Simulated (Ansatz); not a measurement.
# In2P3: one candidate structure, part 1 of 2

Aim: relax In2P3 from this start, A-type sesquioxide type (P-3m1, No. 164), and see where it ends.

Computed with Ansatz 0.2.0 (DFT PBE, scalar-relativistic, plane waves, PAW, unless a step's input says otherwise).

## (1) The starting structure

Symmetry: P-3m1, No. 164, trigonal system. Conventional cell: a = 4.173 Å, b = 4.173 Å, c = 6.492 Å, α = 90.00°, β = 90.00°, γ = 120.00°. Around In (site symmetry 3m) lie 7 P at 2.51 to 2.89 Å. P (site symmetry -3m) has 6 In at 2.89 Å as nearest neighbours. P (site symmetry 3m) has 4 In at 2.51 to 2.60 Å as nearest neighbours.

Structure file:

```xyz
5
Lattice="4.1730 0.0000 0.0000 -2.0865 3.6139 0.0000 0.0000 0.0000 6.4925" Properties=species:S:1:pos:R:3 pbc="T T T"
In    0.0000    2.4093    1.5907
In    2.0865    1.2046    4.9018
P     0.0000    0.0000    0.0000
P     0.0000    2.4093    4.1876
P     2.0865    1.2046    2.3048
```

## (2) Probe: one point at the start

Contents of input.yaml:

```yaml
crystal:
  lattice:
    - [4.1729781075, 0.0, 0.0]
    - [-2.0864890537, 3.6139050505, 0.0]
    - [0.0, 0.0, 6.4924760911]
  atoms:
    - { symbol: In, position: [0.3333333333, 0.6666666667, 0.245] }
    - { symbol: In, position: [0.6666666667, 0.3333333333, 0.755] }
    - { symbol: P, position: [0.0, 0.0, 0.0] }
    - { symbol: P, position: [0.3333333333, 0.6666666667, 0.645] }
    - { symbol: P, position: [0.6666666667, 0.3333333333, 0.355] }
basis:
  ecutwfc: 420
kpoints:
  mp_grid: { grid: [6, 6, 4] }
hamiltonian:
  xc: pbe
scf:
  occupations: { method: gaussian, width: 0.1 }
  lower_state_search: "off"
output:
  forces: true
  stress: true
  eigenvalues: true
```

On the command line:

```
ansatz run input.yaml --threads 1 --pin off --max-ram 2560MiB --backend cpu --events-out ev --progress --plain --runs-dir out
```

Output, cut to the lines that bear on the results:

```text
[...]
SCF converged after 7 iterations
Free energy (F): -13459.771593 eV
[...]
E sigma→0 (E₀):  -13459.765624 eV
Entropy (-TS):   -0.011938 eV (-2.388 meV/atom)
Fermi energy:    10.075635 eV
[...]
--- Forces (eV/Å), atoms counted from 1 ---
  atom   1  In    -0.00000000     0.00000000    -1.60016016
  atom   2  In     0.00000000    -0.00000000     1.60016016
  atom   3  P      0.00000000     0.00000000     0.00000000
  atom   4  P      0.00000000     0.00000000     0.16103492
  atom   5  P     -0.00000000    -0.00000000    -0.16103492
[...]
--- Stress (GPa, compression-positive) ---
       12.840119      -0.000000       0.000000
       -0.000000      12.840119      -0.000000
        0.000000      -0.000000      14.144759
  P = ⅓ Tr σ = 13.2750 GPa (132.750 kbar)
--- Band table (eV; the first three rows and the last of 24) ---
  k-point 0: bands = ["-4.9035", "-4.7664", "-4.7664", "-4.7506", "-4.7506", "-4.7484", "-4.6094", "-4.6094", "-4.5642", "-4.5642", "-3.5166", "-0.2568", "-0.1446", "5.9158", "7.3439", "7.3838", "7.3838", "8.8029", "8.8029", "9.5122", "9.5122", "9.9854", "11.4763", "12.6705", "13.6465", "13.6465"]
[...]
```

Wall time 5.5 s (1 thread of Intel Xeon Platinum 8259CL at 2.50GHz (Skylake/Cascade Lake), shared host); peak memory 0.42 GiB.

From the probe: pressure 13.3 GPa, largest force 1.60 eV/Å, gap on this mesh none (metal). With stress or forces this large, a rough relaxation on a coarse mesh goes ahead of the careful one.

## (3) A loose first relaxation

Edit input.yaml of step 2 so:

```diff
@@ -24 +24,6 @@
   eigenvalues: true
+relax:
+  adjacent_minimum: "off"
+  f_tol: 0.04
+  max_steps: 70
+  cell: { stress_tol: 0.4 }
```

On the command line:

```
ansatz run input.yaml --threads 1 --pin off --max-ram 2560MiB --backend cpu --events-out ev --progress --plain --runs-dir out
```

Output:

```text
Warning: RAYON_NUM_THREADS=1 ignored (pool sized by the plan → 1); use --threads N
Engine: ansatz 0.2.0, x86_64-unknown-linux-gnu
Pseudopotentials: kind: paw
Pseudopotential: In, paw, valence charge 13, recommended cutoff 420 eV (normal), In.paw.azcp
Pseudopotential: P, paw, valence charge 5, recommended cutoff 420 eV (normal), P.paw.azcp
Functional definition: PBE
  parameter kappa = 0.804
  parameter beta = 0.06672455060314922
  exchange = pbe_x(kappa = kappa, mu = beta*pi^2/3)
  correlation = pbe_c(beta = beta)
Crystal: 5 atoms, lattice volume = 97.911 Å³
Basis set: ecut = 420 eV, 1911 PW (Γ), exchange–correlation on 60×60×90 points (8 copies of the dense FFT grid, shifted against one another)
Bands: 26, of which v1, the nominal top of the filled ones, is band 21 counted from 1 (20 counted from 0)
Symmetry: 12 space group operations
Space group: P-3m1 (ITA 164), of the structure as read, at distance tolerance 4.6e-5 Å
k-points: 24 of 144
Non-local potential: In, projectors of the file, l = 0: 2, l = 1: 2, l = 2: 2, l = 3: 2
Non-local potential: P, projectors of the file, l = 0: 2, l = 1: 2, l = 2: 2
PAW form: soft (Blöchl's): semilocal exchange-correlation on the pseudo side does not see the compensation charge
PAW one-centre angular grid: In, 590 points (default); XC on 64 Gauss nodes
PAW one-centre angular grid: P, 110 points (default); XC on 64 Gauss nodes
Initial density: superposition of atomic densities (neutral atoms: chi_scale 0, normalization atom), corrected by the library's trained network
Initial wavefunctions: pseudopotential atomic-orbital guess
Functional: x = pbe(κ = 0.804, μ = 0.2195149727645171), c = pbe(β = 0.06672455060314922)
SCF iter   1: F=—  HF=-13459.774458 eV  |F-HF|=—  |Δ(HF+E_count)|=         —  Δρ=2.18e-3  dr2=6.84e-3  ethr=1.77e-3  ⟨swp⟩=8.4  Hψ=3569  notcnv=0
preconditioner: auto → Kerker (q_TF=auto, 2.360 Å⁻¹)  [metal: Δε(μ)=0.039 eV  Ē_g=12.574 eV  σ=0.100 eV  W_gap=0.22  n_scr=22 (ndim 8)  ℏωp=24.0 eV  f_vac=0.006  D(μ)=2.42/eV (n_scr^D=22)]
SCF iter   2: F=—  HF=-13459.771768 eV  |F-HF|=—  |Δ(HF+E_count)|=   2.69e-3  Δρ=1.23e-3  dr2=1.86e-3  ethr=1.67e-5  ⟨swp⟩=2.2  Hψ=1243  notcnv=0  defer=1
SCF iter   3: F=—  HF=-13459.771633 eV  |F-HF|=—  |Δ(HF+E_count)|=   1.35e-4  Δρ=4.37e-4  dr2=2.80e-4  ethr=4.54e-6  ⟨swp⟩=2.2  Hψ=810  notcnv=0  defer=1
SCF iter   4: F=—  HF=-13459.771590 eV  |F-HF|=—  |Δ(HF+E_count)|=   4.35e-5  Δρ=1.24e-4  dr2=1.41e-5  ethr=6.82e-7  ⟨swp⟩=2.9  Hψ=1154  notcnv=0  defer=1
SCF iter   5: F=—  HF=-13459.771593 eV  |F-HF|=—  |Δ(HF+E_count)|=   2.90e-6  Δρ=2.76e-5  dr2=7.49e-7  ethr=3.44e-8  ⟨swp⟩=2.0  Hψ=1108  notcnv=0  defer=1
SCF iter   6: F=—  HF=-13459.771593 eV  |F-HF|=—  |Δ(HF+E_count)|=   6.11e-8  Δρ=7.99e-6  dr2=1.36e-7  ethr=2.44e-10  ⟨swp⟩=9.0  Hψ=3328  notcnv=0
SCF iter   7: F=-13459.771593 eV  HF=-13459.771593 eV  |F-HF|=4.22e-10  |Δ(HF+E_count)|=   2.30e-9  Δρ=2.18e-6  dr2=1.20e-8  ethr=2.44e-10  ⟨swp⟩=4.6  Hψ=2161  notcnv=0
SCF 1 converged in 7 iterations: F = -13459.771593 eV  dr2 = 1.20e-8
relax step   1: F+E_penalty+E_count = -13459.77159277 eV  Δ(F+E_penalty+E_count) = +0.000e0 eV  max|allowed force component| = 1.600e0 eV/Å  Δτ_max = 0.0000 Å  P = +13.275 GPa  Ω = 97.911 Å³  (7 SCF iters, dr2 threshold 1.00e-7 eV, accepted)
Crystal: 5 atoms, lattice volume = 111.949 Å³
Basis set: ecut = 420 eV, 2201 PW (Γ), exchange–correlation on 60×60×90 points (8 copies of the dense FFT grid, shifted against one another)
Initial density: handed on by an earlier stage of this run
Initial wavefunctions: those handed on with the density
iter 1 solved again at ethr=4.65e-4 eV; its pass at ethr=3.10e-3 eV (dr2=1.91e-1 eV) is discarded
SCF iter   1: F=—  HF=-13460.463706 eV  |F-HF|=—  |Δ(HF+E_count)|=         —  Δρ=9.49e-3  dr2=1.91e-1  ethr=4.65e-4  ⟨swp⟩=1.3  Hψ=4310  notcnv=0
preconditioner: auto → LDOS  [metal: Δε(μ)=0.034 eV  Ē_g=12.056 eV  σ=0.100 eV  W_gap=0.19  n_scr=22 (ndim 8)  ℏωp=22.5 eV  f_vac=0.021  D(μ)=3.51/eV (n_scr^D=22)  β→1.0]
SCF iter   2: F=—  HF=-13460.440381 eV  |F-HF|=—  |Δ(HF+E_count)|=   2.33e-2  Δρ=5.28e-3  dr2=3.84e-2  ethr=4.65e-4  ⟨swp⟩=2.3  Hψ=1256  notcnv=0
SCF iter   3: F=—  HF=-13460.431565 eV  |F-HF|=—  |Δ(HF+E_count)|=   8.82e-3  Δρ=2.42e-3  dr2=1.81e-2  ethr=9.37e-5  ⟨swp⟩=2.0  Hψ=1248  notcnv=0
SCF iter   4: F=—  HF=-13460.428968 eV  |F-HF|=—  |Δ(HF+E_count)|=   2.60e-3  Δρ=1.21e-3  dr2=3.96e-3  ethr=4.42e-5  ⟨swp⟩=2.1  Hψ=778  notcnv=0
SCF iter   5: F=—  HF=-13460.428155 eV  |F-HF|=—  |Δ(HF+E_count)|=   8.14e-4  Δρ=2.81e-4  dr2=3.10e-4  ethr=9.67e-6  ⟨swp⟩=2.5  Hψ=1126  notcnv=0
SCF iter   6: F=—  HF=-13460.428112 eV  |F-HF|=—  |Δ(HF+E_count)|=   4.27e-5  Δρ=5.87e-5  dr2=1.29e-5  ethr=7.56e-7  ⟨swp⟩=2.7  Hψ=1116  notcnv=0
SCF iter   7: F=-13460.428111 eV  HF=-13460.428111 eV  |F-HF|=1.82e-8  |Δ(HF+E_count)|=   1.27e-6  Δρ=1.08e-5  dr2=1.73e-7  ethr=1.22e-9  ⟨swp⟩=7.3  Hψ=3473  notcnv=0
SCF 2 converged in 7 iterations: F = -13460.428111 eV  dr2 = 1.73e-7
relax step   2: F+E_penalty+E_count = -13460.42811055 eV  Δ(F+E_penalty+E_count) = -6.565e-1 eV  max|allowed force component| = 3.489e-1 eV/Å  Δτ_max = 0.0899 Å  P = -0.273 GPa  Ω = 111.949 Å³  energy of the carried Pulay correction = -4.163e-3 eV  (7 SCF iters, dr2 threshold 5.00e-7 eV, accepted)
Crystal: 5 atoms, lattice volume = 111.894 Å³
Basis set: ecut = 420 eV, 2177 PW (Γ), exchange–correlation on 60×60×90 points (8 copies of the dense FFT grid, shifted against one another)
iter 1 solved again at ethr=2.26e-4 eV; its pass at ethr=3.10e-3 eV (dr2=9.27e-2 eV) is discarded
SCF iter   1: F=—  HF=-13460.557022 eV  |F-HF|=—  |Δ(HF+E_count)|=         —  Δρ=5.71e-3  dr2=9.25e-2  ethr=2.26e-4  ⟨swp⟩=1.9  Hψ=3889  notcnv=0
preconditioner: auto → Kerker (q_TF=auto, 2.308 Å⁻¹)  [metal: Δε(μ)=0.093 eV  Ē_g=11.999 eV  σ=0.100 eV  W_gap=0.48  n_scr=22 (ndim 8)  ℏωp=22.5 eV  f_vac=0.008  D(μ)=3.81/eV (n_scr^D=34)]
SCF iter   2: F=—  HF=-13460.546197 eV  |F-HF|=—  |Δ(HF+E_count)|=   1.08e-2  Δρ=2.61e-3  dr2=1.52e-2  ethr=2.26e-4  ⟨swp⟩=1.2  Hψ=635  notcnv=0
preconditioner: auto → Resta (q_TF=auto, 2.308 Å⁻¹)  ε∞=4.5  [insulator: Δε(μ)=0.096 eV  Ē_g=11.987 eV  σ=0.100 eV  W_gap=0.50  n_scr=22 (ndim 8)  ℏωp=22.5 eV  f_vac=0.008  D(μ)=3.87/eV (n_scr^D=34)  ε∞_Penn≈4.5]
SCF iter   3: F=—  HF=-13460.544743 eV  |F-HF|=—  |Δ(HF+E_count)|=   1.45e-3  Δρ=6.81e-4  dr2=4.56e-4  ethr=3.70e-5  ⟨swp⟩=2.7  Hψ=1070  notcnv=0
SCF iter   4: F=—  HF=-13460.544794 eV  |F-HF|=—  |Δ(HF+E_count)|=   5.12e-5  Δρ=1.29e-4  dr2=3.11e-5  ethr=1.11e-6  ⟨swp⟩=3.0  Hψ=1167  notcnv=0
SCF iter   5: F=—  HF=-13460.544795 eV  |F-HF|=—  |Δ(HF+E_count)|=   9.43e-7  Δρ=2.99e-5  dr2=1.01e-6  ethr=7.58e-8  ⟨swp⟩=2.9  Hψ=1172  notcnv=0
SCF iter   6: F=-13460.544795 eV  HF=-13460.544795 eV  |F-HF|=3.58e-8  |Δ(HF+E_count)|=   6.69e-7  Δρ=9.27e-6  dr2=1.05e-7  ethr=1.22e-9  ⟨swp⟩=7.7  Hψ=2818  notcnv=0
SCF 3 converged in 6 iterations: F = -13460.544795 eV  dr2 = 1.05e-7
relax step   3: F+E_penalty+E_count = -13460.54479550 eV  Δ(F+E_penalty+E_count) = -1.167e-1 eV  max|allowed force component| = 4.352e-1 eV/Å  Δτ_max = 0.1089 Å  P = -0.926 GPa  Ω = 111.894 Å³  energy of the carried Pulay correction = -4.148e-3 eV  (6 SCF iters, dr2 threshold 5.00e-7 eV, accepted)
[... from here on, the SCF cycles and remarks between the steps are left out ...]
relax step   4: F+E_penalty+E_count = -13460.65241631 eV  Δ(F+E_penalty+E_count) = -1.076e-1 eV  max|allowed force component| = 4.107e-1 eV/Å  Δτ_max = 0.0492 Å  P = -0.865 GPa  Ω = 110.801 Å³  energy of the carried Pulay correction = -3.844e-3 eV  (7 SCF iters, dr2 threshold 5.00e-7 eV, accepted)
relax step   5: F+E_penalty+E_count = -13460.98366697 eV  Δ(F+E_penalty+E_count) = -3.313e-1 eV  max|allowed force component| = 3.612e-1 eV/Å  Δτ_max = 0.1778 Å  P = +0.672 GPa  Ω = 106.007 Å³  energy of the carried Pulay correction = -2.471e-3 eV  (8 SCF iters, dr2 threshold 5.00e-7 eV, accepted)
relax step   6: F+E_penalty+E_count = -13461.29428895 eV  Δ(F+E_penalty+E_count) = -3.106e-1 eV  max|allowed force component| = 5.315e-1 eV/Å  Δτ_max = 0.0921 Å  P = +1.142 GPa  Ω = 104.334 Å³  energy of the carried Pulay correction = -1.976e-3 eV  (7 SCF iters, dr2 threshold 5.00e-7 eV, accepted)
relax step   7: F+E_penalty+E_count = -13461.52729984 eV  Δ(F+E_penalty+E_count) = -2.330e-1 eV  max|allowed force component| = 8.450e-1 eV/Å  Δτ_max = 0.0976 Å  P = +3.128 GPa  Ω = 102.204 Å³  energy of the carried Pulay correction = -1.335e-3 eV  (6 SCF iters, dr2 threshold 5.00e-7 eV, accepted)
relax step   8: F+E_penalty+E_count = -13461.63351649 eV  Δ(F+E_penalty+E_count) = -1.062e-1 eV  max|allowed force component| = 3.690e-1 eV/Å  Δτ_max = 0.0920 Å  P = +0.634 GPa  Ω = 104.303 Å³  energy of the carried Pulay correction = -1.967e-3 eV  (6 SCF iters, dr2 threshold 5.00e-7 eV, accepted)
relax step   9: F+E_penalty+E_count = -13461.65337429 eV  Δ(F+E_penalty+E_count) = -1.986e-2 eV  max|allowed force component| = 2.702e-1 eV/Å  Δτ_max = 0.0563 Å  P = -0.602 GPa  Ω = 105.608 Å³  energy of the carried Pulay correction = -2.354e-3 eV  (6 SCF iters, dr2 threshold 5.00e-7 eV, accepted)
relax step  10: F+E_penalty+E_count = -13461.66827410 eV  Δ(F+E_penalty+E_count) = -1.490e-2 eV  max|allowed force component| = 6.775e-2 eV/Å  Δτ_max = 0.0391 Å  P = -0.077 GPa  Ω = 106.289 Å³  energy of the carried Pulay correction = -2.553e-3 eV  (6 SCF iters, dr2 threshold 5.00e-7 eV, accepted)
relax step  11: F+E_penalty+E_count = -13461.66936380 eV  Δ(F+E_penalty+E_count) = -1.090e-3 eV  max|allowed force component| = 9.466e-3 eV/Å  Δτ_max = 0.0086 Å  P = +0.154 GPa  Ω = 105.698 Å³  energy of the carried Pulay correction = -2.380e-3 eV  (5 SCF iters, dr2 threshold 2.87e-7 eV, accepted)
relax step  12: F+E_penalty+E_count = -13461.80972994 eV  Δ(F+E_penalty+E_count) = -1.404e-1 eV  max|allowed force component| = 1.141e-2 eV/Å  Δτ_max = 0.0000 Å  P = +1.787 GPa  Ω = 105.698 Å³  stress off target by 4.79e0 GPa  SCF on the basis re-selected at this cell (its energy is not comparable with the rows above)  (6 SCF iters)
relax step  13: F+E_penalty+E_count = -13461.87554647 eV  Δ(F+E_penalty+E_count) = -6.582e-2 eV  max|allowed force component| = 7.312e-2 eV/Å  Δτ_max = 0.0120 Å  P = +0.948 GPa  Ω = 107.093 Å³  energy of the carried Pulay correction = -3.710e-4 eV  (6 SCF iters, dr2 threshold 5.00e-7 eV, accepted)
relax step  14: F+E_penalty+E_count = -13461.89264675 eV  Δ(F+E_penalty+E_count) = -1.710e-2 eV  max|allowed force component| = 1.646e-1 eV/Å  Δτ_max = 0.0200 Å  P = -0.678 GPa  Ω = 111.017 Å³  energy of the carried Pulay correction = -1.574e-3 eV  (6 SCF iters, dr2 threshold 5.00e-7 eV, accepted)
relax step  15: F+E_penalty+E_count = -13461.89790199 eV  Δ(F+E_penalty+E_count) = -5.255e-3 eV  max|allowed force component| = 3.525e-2 eV/Å  Δτ_max = 0.0200 Å  P = +0.068 GPa  Ω = 110.658 Å³  energy of the carried Pulay correction = -1.458e-3 eV  (6 SCF iters, dr2 threshold 5.00e-7 eV, accepted)
iter 1 solved again at ethr=7.41e-7 eV; its pass at ethr=3.10e-3 eV (dr2=3.04e-4 eV) is discarded
SCF iter   1: F=—  HF=-13461.899806 eV  |F-HF|=—  |Δ(HF+E_count)|=         —  Δρ=9.89e-5  dr2=1.48e-6  ethr=7.41e-7  ⟨swp⟩=3.6  Hψ=4893  notcnv=0
preconditioner: auto → Kerker (q_TF=auto, 2.312 Å⁻¹)  [metal: Δε(μ)=0.098 eV  Ē_g=12.075 eV  σ=0.100 eV  W_gap=0.48  n_scr=24 (ndim 8)  ℏωp=22.6 eV  f_vac=0.000  D(μ)=1.08/eV (n_scr^D=2)]
SCF iter   2: F=—  HF=-13461.899823 eV  |F-HF|=—  |Δ(HF+E_count)|=   1.71e-5  Δρ=5.08e-5  dr2=3.64e-7  ethr=3.62e-9  ⟨swp⟩=2.8  Hψ=1158  notcnv=0
SCF iter   3: F=—  HF=-13461.899825 eV  |F-HF|=—  |Δ(HF+E_count)|=   2.32e-6  Δρ=1.05e-5  dr2=2.04e-8  ethr=8.87e-10  ⟨swp⟩=2.4  Hψ=1096  notcnv=0
SCF iter   4: F=-13461.899825 eV  HF=-13461.899825 eV  |F-HF|=1.13e-10  |Δ(HF+E_count)|=   9.42e-8  Δρ=7.81e-7  dr2=7.98e-10  ethr=7.80e-12  ⟨swp⟩=8.5  Hψ=3279  notcnv=0
SCF 16 converged in 4 iterations: F = -13461.899825 eV  dr2 = 7.98e-10
relax step  16: F+E_penalty+E_count = -13461.89982531 eV  Δ(F+E_penalty+E_count) = -1.923e-3 eV  max|allowed force component| = 3.528e-2 eV/Å  Δτ_max = 0.0000 Å  P = +0.068 GPa  Ω = 110.658 Å³  stress off target by 1.14e-1 GPa  SCF on the basis re-selected at this cell (its energy is not comparable with the rows above)  (4 SCF iters)
basis re-selected at this cell: Δ(F+E_penalty+E_count) = -1.923e-3 eV, ΔP = -0.001 GPa vs the last step (what re-selecting the basis moved, of the pressure what is left beyond the Pulay correction that the steps carried, after the strain that the cell walked since its last selection, with what the two solves' SCF thresholds leave and, on support functions, any second-order correction that the steps lacked; it is no measure of the basis error at this ecutwfc). This SCF's stress stands 1.14e-1 GPa from its target on what of the cell is left free (relax.cell.stress_tol is 4.00e-1 GPa) and its largest allowed force component is 3.53e-2 eV/Å (relax.f_tol is 4.00e-2 eV/Å): within both
SCF converged after 4 iterations
Free energy (F): -13461.899825 eV
Harris-Foulkes:  -13461.899825 eV  (|F-HF|=1.13e-10)
Internal energy: -13461.894437 eV  (E = F + TS)
E sigma→0 (E₀):  -13461.897131 eV
Entropy (-TS):   -0.005389 eV (-1.078 meV/atom)
Fermi energy:    8.595300 eV
--- Per-component energies (eV) ---
  E_band       = -50.575117
  E_kinetic    = 689.206825
  E_local      = -2820.042887  (includes V_loc(G=0)·N_el)
  E_nonlocal   = 835.171880
  E_hartree    = 1123.791548
  E_xc         = -613.576476
  E_vxc        = -378.733275  (∫ρ·V_xc dr)
  E_paw        = -10014.366971  (= ΣΔE_a)
  E_vpaw       = -623.759475  (= ΣTr[D̂ρ^β])
  E_aug_tail   = 0.000061  (compensation charges beyond the density's cutoff)
  E_ewald      = -2662.078417
  E_smearing   = -0.005389  (= −TS)
  E_closure    = -0.000000  (closes the sum)
  Σ components = -13461.899825   (vs F -13461.899825, Δ=0.00e0)
--- Forces (eV/Å), atoms counted from 1 ---
  atom   1  In    -0.00000000     0.00000000     0.02487764
  atom   2  In     0.00000000    -0.00000000    -0.02487764
  atom   3  P      0.00000000    -0.00000000     0.00000000
  atom   4  P     -0.00000000     0.00000000     0.03527931
  atom   5  P      0.00000000    -0.00000000    -0.03527931
  max |Σ_I F_I| component: 8.33e-17 eV/Å
--- Stress (GPa, compression-positive) ---
        0.113596      -0.000000      -0.000000
       -0.000000       0.113596       0.000000
       -0.000000       0.000000      -0.023777
  P = ⅓ Tr σ = 0.0678 GPa (0.678 kbar)
--- Band table (eV; the first three rows and the last of 24) ---
  k-point 0: bands = ["-5.8946", "-5.8772", "-5.8772", "-5.8402", "-5.8358", "-5.8358", "-5.8002", "-5.8002", "-5.7470", "-5.7470", "-5.3062", "-3.3248", "0.0618", "3.1231", "4.7466", "5.6805", "5.6805", "7.0753", "8.3827", "8.3827", "9.6622", "9.6622", "9.8002", "11.7680", "11.7971", "13.0179"]
  k-point 1: bands = ["-5.8936", "-5.8773", "-5.8773", "-5.8373", "-5.8357", "-5.8357", "-5.8000", "-5.8000", "-5.7471", "-5.7471", "-5.3047", "-3.3625", "0.3094", "2.4452", "5.4199", "5.6803", "5.6803", "7.1298", "8.3873", "8.3873", "9.4134", "9.6613", "9.6613", "11.6103", "12.0047", "12.8370"]
  k-point 2: bands = ["-5.8927", "-5.8774", "-5.8774", "-5.8357", "-5.8357", "-5.8342", "-5.7999", "-5.7999", "-5.7472", "-5.7472", "-5.3031", "-3.3989", "0.6883", "1.8063", "5.6801", "5.6801", "5.9452", "7.2609", "8.3919", "8.3919", "8.9315", "9.6603", "9.6603", "11.5885", "12.0702", "12.7039"]
  k-point 23: bands = ["-6.0834", "-5.8787", "-5.8787", "-5.8395", "-5.7905", "-5.7905", "-5.7877", "-5.7586", "-5.7333", "-5.7333", "-2.3095", "-2.3095", "-0.8160", "2.6738", "2.9696", "2.9696", "5.1873", "5.1873", "5.7441", "7.0986", "7.0986", "8.7179", "11.9723", "11.9723", "12.3358", "12.3358"]
--- Relaxed structure (14 steps of the walk, 14 accepted, 2 SCFs on fresh bases) ---
  F+E_penalty+E_count = -13461.89982531 eV   max|allowed force component| = 3.528e-2 eV/Å   (the final SCF, on the basis selected at the relaxed cell)
  cell:  # Å, volume = 110.6585 Å³
    - [3.7896796402038344, -2.621595496323796e-11, 1.1174891533317512e-16]
    - [-1.8948398200792136, 3.2819588406343008, -7.449927688858504e-17]
    - [1.7386316015058909e-16, -3.345998077259144e-17, 8.897110527734235]
  atoms:
    - { symbol: In, position: [0.33333333333333337, 0.6666666666666666, 0.17597868517973753] }
    - { symbol: In, position: [0.6666666666666666, 0.33333333333333326, 0.8240213148202624] }
    - { symbol: P, position: [-3.1586705485022546e-34, -3.209745524241711e-34, 3.420029612883965e-18] }
    - { symbol: P, position: [0.33333333333333337, 0.6666666666666666, 0.5585885070097945] }
    - { symbol: P, position: [0.6666666666666666, 0.33333333333333326, 0.44141149299020555] }
```

Wall time 88 s (1 thread of Intel Xeon Platinum 8259CL at 2.50GHz (Skylake/Cascade Lake), shared host); peak memory 0.46 GiB.

The steps of the relaxation:

```csv
step,E - E(step 1) (eV/cell),largest force component (eV/Å),pressure (GPa),volume (Å³)
1,0.0000,1.6002,13.27,97.91
2,-0.6565,0.3489,-0.27,111.95
3,-0.7732,0.4352,-0.93,111.89
4,-0.8808,0.4107,-0.87,110.80
5,-1.2121,0.3612,0.67,106.01
6,-1.5227,0.5315,1.14,104.33
7,-1.7557,0.8450,3.13,102.20
8,-1.8619,0.3690,0.63,104.30
9,-1.8818,0.2702,-0.60,105.61
10,-1.8967,0.0678,-0.08,106.29
11,-1.8978,0.0095,0.15,105.70
12,-2.0381,0.0114,1.79,105.70
13,-2.1040,0.0731,0.95,107.09
14,-2.1211,0.1646,-0.68,111.02
15,-2.1263,0.0353,0.07,110.66
16,-2.1282,0.0353,0.07,110.66
```

Step 1 is the start. Steps 12, 16 each repeat the geometry before them on a plane-wave basis chosen anew, so the energy can jump there without any move.

|  | before | after | change |
| --- | --- | --- | --- |
| a (Å) | 4.173 | 3.790 | -9.2 % |
| b (Å) | 4.173 | 3.790 | -9.2 % |
| c (Å) | 6.492 | 8.897 | +37.0 % |
| volume (Å³/atom) | 19.58 | 22.13 | +13.0 % |
| shortest distance (Å) | 2.513 | 2.424 | -3.6 % |
| space group (0.01 Å) | P-3m1 | P-3m1 | same |

The end holds layers, chains or molecules that no bond joins, and this functional has no dispersion term, so the space between them comes out too large.

Forces and stress were held to the start's 12 operations: a distortion of lower symmetry was not tested.

(Continued in part 2 of 2.)
